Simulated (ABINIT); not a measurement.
PtSe2 (Sudovikovite):

```xyz
3
Lattice="3.7240 0.0000 0.0000 -1.8620 3.2251 0.0000 0.0000 0.0000 5.0620" Properties=species:S:1:pos:R:3 pbc="T T T"
Pt    0.0000    0.0000    0.0000
Se    1.8620    1.0750    3.7965
Se    0.0000    2.1501    1.2655
```

Base run:

| Item | Value |
| --- | --- |
| Program | ABINIT 10.8.3 (patched build) |
| Functional | revPBE |
| Potentials or basis | JTH PAW PBE v2.0 |
| Cutoff | 544 eV |
| k mesh | 8 × 8 × 5 |
| Occupations | fermi-dirac, width 0.05 eV |
| Spin | no spin polarisation |

Its results: band gap on the k mesh none (metal or under the smearing width); pressure 9.6 GPa; largest force 0.720 eV/Å.

**Question.** After a change of settings the same cell gave: band gap on the k mesh none (metal or under the smearing width); pressure 8.8 GPa; largest force 0.765 eV/Å. Which change was it?
A. functional from revPBE to LDA-VWN; potentials or basis from JTH PAW PBE v2.0 to JTH PAW LDA v2.0
B. functional from revPBE to BP86
C. functional from revPBE to LDA-PZ; potentials or basis from JTH PAW PBE v2.0 to JTH PAW LDA v2.0
D. functional from revPBE to OLYP

**Answer.** B.

Caveats: the PAW data sets were made with another functional, which shifts forces and pressure a little; spin-orbit coupling is left out, which moves the levels of the heavy elements; the atomic spheres overlap.

Runs at the PBE level aren't shown here.
